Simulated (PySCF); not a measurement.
Static polarisabilities and like-pair C6 coefficients by linear response at PBE0/def2-SVPD (PySCF, frozen core in the response, non-relativistic, gas phase), PBE0-D3(BJ)/def2-SVP geometries, one conformer each; atomic units unless stated. Spin–orbit coupling is left out although an atom past zinc is present.

```json
{"label": "P", "species": "`CC(C)(C)CCN`", "α": "84.7", "C6": "3189"}
{"label": "Q", "species": "`[C@@H](C(C)C)(C)CN`", "α": "84.2", "C6": "3173"}
{"label": "R", "species": "`CNCC(C)(C)C`", "α": "85.6", "C6": "3228"}
{"label": "S", "species": "`C=[CH][GeH2][Cl]`", "α": "69.8", "C6": "1751"}
{"label": "T", "species": "`C=COC(=O)CC(N)=O`", "α": "82.5", "C6": "2808"}
{"label": "U", "species": "`CCN(CC)CC`", "α": "85.4", "C6": "3221"}
```

Q: Estimate the unlike-pair coefficients by the rule C6(AB) = 2·C6(AA)·C6(BB) / [C6(AA)·αB/αA + C6(BB)·αA/αB], and compare with the geometric mean, for PQ, PS, PT, PU, QU, RT, RU and SU.

A: 
| pair | combination rule | geometric mean | ratio |
| --- | --- | --- | --- |
| PQ | 3181 | 3181 | 1.000 |
| PS | 2350 | 2363 | 0.994 |
| PT | 2990 | 2992 | 0.999 |
| PU | 3205 | 3205 | 1.000 |
| QU | 3197 | 3197 | 1.000 |
| RT | 3009 | 3010 | 0.999 |
| RU | 3224 | 3224 | 1.000 |
| SU | 2362 | 2375 | 0.995 |

The rule is exact for one-pole polarisabilities and never exceeds the geometric mean; the two meet where both partners have the same effective excitation energy. These unlike-pair values are estimates, not computed integrals.
